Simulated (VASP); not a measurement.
# Ta3N (P-3m1) in VASP: further runs

The runs below take Ta3N through single point, relaxation of cell and atoms, with PBE, BLYP, BLYP+D3.

Program: VASP 6.6.1. These are calculated values, not measurements. Logs are shortened: lines on timing, memory, paths and dates and some standing lists are left out, and cuts for length are marked.

### Step 1. The structure

The structure is trigonal, space group P-3m1 (No. 164). The conventional cell has a = 3.032 Å, b = 3.032 Å, c = 7.524 Å, α = 90.00°, β = 90.00°, γ = 120.00°. Ta (site symmetry 3m) has 3 N at 2.19 Å as nearest neighbours. Ta (site symmetry -3m) is surrounded by 12 Ta at 3.01 to 3.03 Å. N (site symmetry -3m) has 6 Ta at 2.19 Å as nearest neighbours.

The cell comes from a database or a generator and needn't be the stable form of this composition.

### Step 2. Single point, PBE

The input, INCAR:

```
SYSTEM = Ta3N
PREC     = Accurate       ! precision mode
ENCUT    = 450            ! plane-wave cutoff, eV
EDIFF    = 1E-6           ! SCF threshold, eV
ISMEAR   = 0              ! smearing method
SIGMA    = 0.02           ! smearing width, eV
LREAL    = .FALSE.        ! projectors in reciprocal space
LASPH    = .TRUE.         ! aspherical terms in the spheres
NELM     = 60             ! most SCF steps
ALGO     = Normal         ! electronic algorithm
ISIF     = 2              ! what is computed and relaxed
LWAVE    = .FALSE.        ! write WAVECAR
LCHARG   = .FALSE.        ! write CHGCAR
GGA      = PE             ! functional
NBANDS   = 30             ! bands
```

The input, KPOINTS:

```
Automatic mesh
0
G
  4 4 2
  0 0 0
```

The input, POSCAR:

```
Ta3N
1.0
    3.0322239879      0.0000000000      0.0000000000
   -1.5161119940      2.6259830035      0.0000000000
    0.0000000000      0.0000000000      7.5241370000
Ta N
3 1
Direct
    0.6666666667      0.3333333333      0.8260700000
    0.3333333333      0.6666666667      0.1739300000
    0.0000000000      0.0000000000      0.5000000000
    0.0000000000      0.0000000000      0.0000000000
```

Potentials or basis: VASP PAW PBE potentials, release 64 (Ta_sv_GW, N_GW).

Started as:

```bash
$ cat potpaw_PBE.64/Ta_sv_GW/POTCAR potpaw_PBE.64/N_GW/POTCAR > POTCAR
$ mpirun -np 1 vasp_std > vasp.out
```

OUTCAR:

```text
SYSTEM = Ta3N
   PREC = Accurate
   ENCUT = 450
   EDIFF = 1E-6
   ISMEAR = 0
   LREAL = .FALSE.
   LASPH = .TRUE.
   NELM = 60
   ISIF = 2
   GGA = PE

 ion  position               nearest neighbor table
   1  0.667  0.333  0.826-   4 2.19   4 2.19   4 2.19   3 3.01   3 3.01   3 3.01   2 3.15   2 3.15
                             2 3.15
   2  0.333  0.667  0.174-   4 2.19   4 2.19   4 2.19   3 3.01   3 3.01   3 3.01   1 3.15   1 3.15
                             1 3.15
   3  0.000  0.000  0.500-   1 3.01   2 3.01   1 3.01   2 3.01   1 3.01   2 3.01
   4  0.000  0.000  0.000-   1 2.19   2 2.19   1 2.19   2 2.19   1 2.19   2 2.19

  LATTYP: Found a hexagonal cell.
 ALAT       =     3.0322239879
 C/A-ratio  =     2.4813922158

  Lattice vectors:

 A1 = (   3.0322239879,   0.0000000000,   0.0000000000)
 A2 = (  -1.5161119940,   2.6259830035,   0.0000000000)
 A3 = (   0.0000000000,   0.0000000000,   7.5241370000)

Analysis of symmetry for initial positions (statically):
=====================================================================
 Subroutine PRICEL returns:
 Original cell was already a primitive cell.

 Routine SETGRP: Setting up the symmetry group for a
 hexagonal supercell.

 Subroutine GETGRP returns: Found 12 space group operations
 (whereof 12 operations were pure point group operations)
 out of a pool of 24 trial point group operations.

The static configuration has the point symmetry D_3d.

Analysis of symmetry for dynamics (positions and initial velocities):
=====================================================================
 Subroutine PRICEL returns:
 Original cell was already a primitive cell.

 Routine SETGRP: Setting up the symmetry group for a
 hexagonal supercell.

 Subroutine GETGRP returns: Found 12 space group operations
 (whereof 12 operations were pure point group operations)
 out of a pool of 24 trial point group operations.

The dynamic configuration has the point symmetry D_3d.

 Subroutine INISYM returns: Found 12 space group operations
 (whereof 12 operations are pure point group operations),
 and found     1 'primitive' translations

----------------------------------------------------------------------------------------

                                     Primitive cell

  volume of cell :      59.9115

  direct lattice vectors                    reciprocal lattice vectors
     3.032223988  0.000000000  0.000000000     0.329790940  0.190404888  0.000000000
[... 74 lines left out ...]
   LREAL  =      F    real-space projection
   EDIFFG = 0.1E-04   stopping-criterion for IOM
   NSW    =      0    number of steps for IOM
   IBRION =     -1    ionic relax: 0-MD 1-quasi-New 2-CG
   NFREE  =      0    steps in history (QN), initial steepest desc. (CG)
   ISIF   =      2    stress and relaxation
   ISYM   =      2    0-nonsym 1-usesym 2-fastsym
   POTIM  = 0.5000    time-step for ionic-motion
   TEBEG  =    0.0;   TEEND  =   0.0 temperature during run
   PSTRESS=    0.0 pullay stress
   NELECT =      44.0000    total number of electrons
   NUPDOWN=      -1.0000    fix difference up-down
   EMIN   =  10.00;   EMAX   =-10.00  energy-range for DOS
   EFERMI =   0.00;   METHOD = LEGACY
   ISMEAR =     0;   SIGMA  =   0.02  broadening in eV -4-tet -1-fermi 0-gaus
   EFERMI_NEDOS =   21; number of points for ismear=-14 and -15
   IALGO  =     38    algorithm
   IMIX   =      4    mixing-type and parameters
     AMIX     =   0.40;   BMIX     =  1.00
     AMIX_MAG =   1.60;   BMIX_MAG =  1.00
  volume/ion in A,a.u.               =      14.98       101.08
  Fermi-wavevector in a.u.,A,eV,Ry     =   1.477029  2.791181 29.682679  2.181615
  Thomas-Fermi vector in A             =   2.591483
   LORBIT       =      0    0 simple, 1 ext, 2 COOP (PROOUT), +10 PAW based schemes
   GGA     = PE    functional components
   LHFCALC =     F    Hartree Fock is set to
   AEXX    =    0.0000 exact exchange contribution
   IVDW    =     0    specifies the selected vdW correction
   LEPSILON=     F    determine dielectric tensor
   LRPA    =     F    only Hartree local field effects (RPA)
 non-spin polarized calculation
 Gauss-broadening in eV      SIGMA  =   0.02
  energy-cutoff  :      450.00
  volume of cell :       59.91
 maximum number of plane-waves:      1310
 NGX is ok and might be reduce to    24
   NGX = 11   NGY = 11   NGZ = 27

 number of electron      44.0000002 magnetization

 Free energy of the ion-electron system (eV)
  ---------------------------------------------------
  ext. energy  EPLUGINS =         0.00000000
  ---------------------------------------------------
  free energy    TOTEN  =       -53.13956832 eV

  energy without entropy =      -53.13949968  energy(sigma->0) =      -53.13953400

 E-fermi :  11.1113     XC(G=0): -13.0513

 val. band max:       11.0706651819   @ k =   0.2500   0.0000   0.0000
 cond. band min:      11.1518704385   @ k =   0.2500   0.2500   0.5000
 fundamental gap:      0.0812052566
 Fermi energy:        11.1112678104

 k-point     1 :       0.0000    0.0000    0.0000
  band No.  band energies     occupation
      1     -57.2272      2.00000
      2     -57.2012      2.00000
      3     -56.5695      2.00000
      4     -24.0321      2.00000
      5     -23.7344      2.00000
      6     -23.3937      2.00000
[... 253 lines left out ...]
     29      16.0857      0.00000
     30      16.6470      0.00000

------------------------ aborting loop because EDIFF is reached ----------------------------------------

  FORCE on cell =-STRESS in cart. coord.  units (eV):
  Direction    XX          YY          ZZ          XY          YZ          ZX
  --------------------------------------------------------------------------------------
  -------------------------------------------------------------------------------------
  Total       -2.2070606     -2.2070606      0.9881042      0.0000000     -0.0000000     -0.0000000
  in kB      -59.0221400    -59.0221400     26.4242973      0.0000000     -0.0000000     -0.0000000
  external PRESSURE =     -30.5399943 kB  Pullay stress =       0.0000000 kB

 VOLUME and BASIS-vectors are now :
 -----------------------------------------------------------------------------
  energy-cutoff  :      450.00
  volume of cell :       59.91
      direct lattice vectors                 reciprocal lattice vectors
     3.032223988  0.000000000  0.000000000     0.329790940  0.190404888  0.000000000
    -1.516111994  2.625983004  0.000000000     0.000000000  0.380809776  0.000000000
     0.000000000  0.000000000  7.524137000     0.000000000  0.000000000  0.132905608

 POSITION                                       TOTAL-FORCE (eV/Angst)
 -----------------------------------------------------------------------------------
      1.51611      0.87533      6.21546         0.000000     -0.000000      0.537060
     -0.00000      1.75066      1.30867        -0.000000      0.000000     -0.537060
      0.00000      0.00000      3.76207         0.000000      0.000000     -0.000000
      0.00000      0.00000      0.00000         0.000000      0.000000     -0.000000
 -----------------------------------------------------------------------------------
    total drift:                                0.000000     -0.000000      0.000000

  FREE ENERGIE OF THE ION-ELECTRON SYSTEM (eV)
  ---------------------------------------------------
  free  energy   TOTEN  =       -53.1395683165 eV

  energy  without entropy=      -53.1394996776  energy(sigma->0) =      -53.13953400
```

OSZICAR:

```text
N       E                     dE             d eps       ncg     rms          rms(c)
DAV:   1     0.364540283574E+03    0.36454E+03   -0.25804E+04   496   0.132E+03
DAV:   2    -0.319439559333E+02   -0.39648E+03   -0.38454E+03   638   0.411E+02
DAV:   3    -0.584818441450E+02   -0.26538E+02   -0.26204E+02   680   0.976E+01
DAV:   4    -0.588785042708E+02   -0.39666E+00   -0.39513E+00   606   0.134E+01
DAV:   5    -0.588874420441E+02   -0.89378E-02   -0.89221E-02   658   0.192E+00    0.129E+02
DAV:   6    -0.537558402063E+02    0.51316E+01   -0.21568E+01   704   0.261E+01    0.106E+02
DAV:   7    -0.540433363761E+02   -0.28750E+00   -0.10681E+01   672   0.197E+01    0.377E+01
DAV:   8    -0.531940952469E+02    0.84924E+00   -0.41106E+00   698   0.104E+01    0.212E+01
DAV:   9    -0.531552177466E+02    0.38878E-01   -0.72582E-01   630   0.374E+00    0.122E+01
DAV:  10    -0.531424847175E+02    0.12733E-01   -0.17657E-01   580   0.178E+00    0.306E+00
DAV:  11    -0.531446114054E+02   -0.21267E-02   -0.12464E-02   730   0.793E-01    0.535E+00
DAV:  12    -0.531395115474E+02    0.50999E-02   -0.20733E-02   630   0.693E-01    0.123E+00
DAV:  13    -0.531395697103E+02   -0.58163E-04   -0.10252E-03   614   0.171E-01    0.218E-01
DAV:  14    -0.531395716557E+02   -0.19454E-05   -0.26555E-05   686   0.320E-02    0.264E-01
DAV:  15    -0.531395692416E+02    0.24141E-05   -0.76699E-06   560   0.143E-02    0.173E-01
DAV:  16    -0.531395683165E+02    0.92507E-06   -0.51430E-06   584   0.128E-02
   1 F= -.53139568E+02 E0= -.53139534E+02  d E =-.686389E-04
```

stdout:

```text
POSCAR found type information on POSCAR TaN
 POSCAR found :  2 types and       4 ions
 scaLAPACK will be used
 LDA part: xc-table for (Slater+PW92), standard interpolation
 POSCAR, INCAR and KPOINTS ok, starting setup
 FFT: planning ... GRIDC
 FFT: planning ... GRID_SOFT
 FFT: planning ... GRID
 WAVECAR not read
 entering main loop
```

Wall time 15 s (1 thread of Intel Xeon 6975P-C (Granite Rapids), shared host); peak memory 0.17 GiB.

Results:

| Item | Value |
| --- | --- |
| Free energy | -53.1396 eV |
| Largest force | 0.537 eV/Å |
| Band gap on the k mesh | none (metal or under the smearing width) |

Forces on the atoms (eV/Å):
```
Ta   0.000  0.000  0.537
Ta   0.000  0.000 -0.537
Ta   0.000  0.000  0.000
N    0.000  0.000  0.000
```

Caveat: the k mesh is coarse (spacing up to 0.60 Å⁻¹), so the values aren't converged; the cutoff is under 1.25 times the usual one of these potentials, so pressure, stress and relaxed cells hold a basis-set (Pulay) error. The run has no spin-orbit coupling, so splittings on Ta are missing.

### Step 3. Single point, PBE

The input, INCAR:

```
SYSTEM = Ta3N
PREC = Accurate ; ENCUT = 500
EDIFF = 1E-6 ; ISMEAR = 0
SIGMA = 0.02 ; LREAL = .FALSE.
LASPH = .TRUE. ; NELM = 60
ALGO = Normal ; ISIF = 2
LWAVE = .FALSE. ; LCHARG = .FALSE.
GGA = PE
```

The input, KPOINTS:

```
regular mesh
0
G
  5 5 2
  0 0 0
```

POSCAR is that of step 2.

Potentials or basis: VASP PAW PBE potentials, release 64 (Ta_sv_GW, N_GW).

Started as:

```bash
$ cat potpaw_PBE.64/Ta_sv_GW/POTCAR potpaw_PBE.64/N_GW/POTCAR > POTCAR
$ mpirun -np 1 vasp_std > vasp.out
```

Run time: 21 s. Hardware: 1 thread of Intel Xeon Platinum 8559C (Emerald Rapids), shared host; peak memory 0.18 GiB.

Results (log left out):

* Free energy: -53.1270 eV
* Pressure: -2.0 GPa
* Largest force: 0.199 eV/Å
* Band gap on the k mesh: none (metal or under the smearing width)

Forces in eV/Å, atoms in the order of the input:
```
Ta   0.000  0.000  0.199
Ta   0.000  0.000 -0.199
Ta   0.000  0.000  0.000
N    0.000  0.000  0.000
```

Stress tensor (GPa, compression positive):
```
-4.84  0.00  0.00
 0.00 -4.84  0.00
 0.00  0.00  3.70
```

Levels at points of the mesh, in eV from the Fermi level:
```tsv
k point	band 18	band 19	band 20	band 21	band 22	band 23	band 24	band 25	band 26
(0.00, 0.00, 0.00)	-3.57	-1.41	-0.54	-0.54	-0.31	0.33	0.33	0.85	1.77
(0.00, 0.00, 0.50)	-3.80	-1.22	-1.17	-0.33	-0.33	0.62	0.62	1.14	1.26
```

Caveat: the k mesh is coarse (spacing up to 0.48 Å⁻¹), so the values aren't converged; the cutoff is under 1.25 times the usual one of these potentials, so pressure, stress and relaxed cells hold a basis-set (Pulay) error. Spin-orbit coupling is left out, which matters for the levels of Ta.

### Step 4. Single point, PBE

The input, INCAR:

```
SYSTEM = Ta3N
ALGO = Normal
EDIFF = 1E-7
ENCUT = 450
GGA = PE
ISIF = 2
ISMEAR = 0
LASPH = .True.
LCHARG = .False.
LREAL = .False.
LWAVE = .False.
NELM = 60
PREC = Accurate
SIGMA = 0.02
```

The input, KPOINTS:

```
k-points
0
Gamma
  5 5 2
  0 0 0
```

POSCAR is that of step 3.

Started as:

```bash
$ cat potpaw_PBE.64/Ta_sv_GW/POTCAR potpaw_PBE.64/N_GW/POTCAR > POTCAR
$ mpirun -np 1 vasp_std > vasp.out
```

Wall time 15 s (1 thread of Intel Xeon 6975P-C (Granite Rapids), shared host); peak memory 0.17 GiB.

The run converged. Its results:

```yaml
Free_energy: -53.1044 eV
Largest_force: 0.190 eV/Å
Band_gap_on_the_k_mesh: none (metal or under the smearing width)
```

Forces in eV/Å, atoms in the order of the input:
```
Ta   0.000  0.000  0.190
Ta   0.000  0.000 -0.190
Ta   0.000  0.000  0.000
N    0.000  0.000  0.000
```

Levels at points of the mesh, in eV from the Fermi level:
```
           k point  band 19  band 20  band 21  band 22  band 23  band 24  band 25  band 26
(0.00, 0.00, 0.00)    -1.41    -0.53    -0.53    -0.31     0.33     0.33     0.85     1.77
(0.00, 0.00, 0.50)    -1.23    -1.17    -0.33    -0.33     0.62     0.62     1.14     1.26
```

Caveat: the k mesh is coarse (spacing up to 0.48 Å⁻¹), so the values aren't converged; the cutoff is under 1.25 times the usual one of these potentials, so pressure, stress and relaxed cells hold a basis-set (Pulay) error.

### Step 5. Relaxation of cell and atoms, BLYP

The input, INCAR:

```
PREC = Accurate
ENCUT = 600
EDIFF = 1E-6
ISMEAR = -1
SIGMA = 0.05
LREAL = F
LASPH = T
NELM = 100
ALGO = Fast
ISIF = 3
LWAVE = F
LCHARG = F
GGA = B5
ALDAX = 1.0
AGGAX = 1.0
AGGAC = 1.0
ALDAC = 0.0
IBRION = 2
NSW = 60
EDIFFG = -0.02
```

The input, KPOINTS:

```
Automatic mesh
0
Gamma
  7 7 3
```

POSCAR is that of step 4.

Potentials or basis: VASP PAW PBE potentials, release 64 (Ta_pv, N).

Started as:

```bash
$ cat potpaw_PBE.64/Ta_pv/POTCAR potpaw_PBE.64/N/POTCAR > POTCAR
$ mpirun -np 1 vasp_std > vasp.out
```

It took 4.9 min on 1 thread of Intel Xeon Platinum 8488C (Sapphire Rapids), shared host; peak memory 0.2 GiB.

The run converged. Its results:

```yaml
Free_energy: -40.5882 eV
Relaxed_volume: 15.48 Å³/atom
Relaxed_cell: a = 3.033 Å, b = 3.033 Å, c = 7.773 Å, α = 90.00°, β = 90.00°, γ = 120.00°
Space_group_after_relaxing_to_0.05_Å: P-3m1 (No. 164)
Energy_gained_by_relaxing: 17.3 meV/atom
Ionic_steps: 12
Pressure_after_relaxing: 0.0 GPa
Band_gap_on_the_k_mesh: none (metal or under the smearing width)
```

Forces in eV/Å, atoms in the order of the input:
```
Ta   0.000  0.000  0.002
Ta   0.000  0.000 -0.002
Ta   0.000  0.000  0.000
N    0.000  0.000  0.000
```

Step by step:
```
step  energy change (eV)  largest force (eV/Å)  pressure (GPa)  volume (Å³)
   1              0.0000                0.1802            8.59        59.91
   2              0.2031                0.4099          -15.27        67.15
   3             -0.0574                0.0506           -0.35        62.13
   4             -0.0574                0.0454           -0.15        62.07
   5             -0.0621                0.0754           -0.14        62.09
   6             -0.0640                0.2023           -0.12        62.10
   7             -0.0674                0.1549           -0.04        62.01
   8             -0.0680                0.1103            0.02        61.95
   9             -0.0690                0.0350           -0.23        61.96
  10             -0.0691                0.0041           -0.18        61.96
  11             -0.0689                0.0018            0.47        61.78
  12             -0.0691                0.0021            0.01        61.91
```

Final structure:
```
CELL_PARAMETERS angstrom
3.03263 0.00000 0.00000
-1.51631 2.62633 0.00000
0.00000 0.00000 7.77262
ATOMIC_POSITIONS crystal
Ta 0.66667 0.33333 0.82354
Ta 0.33333 0.66667 0.17646
Ta 0.00000 0.00000 0.50000
N 0.00000 0.00000 0.00000
```

Levels at points of the mesh, in eV from the Fermi level:
```tsv
k point	band 16	band 17	band 18	band 19	band 20	band 21	band 22	band 23
(0.00, 0.00, 0.00)	-1.33	-0.51	-0.30	-0.30	0.33	0.33	0.65	1.64
```

Caveat: the PAW data sets were made with another functional, which shifts forces and pressure a little.

(Part 1 of 2 ends here.)
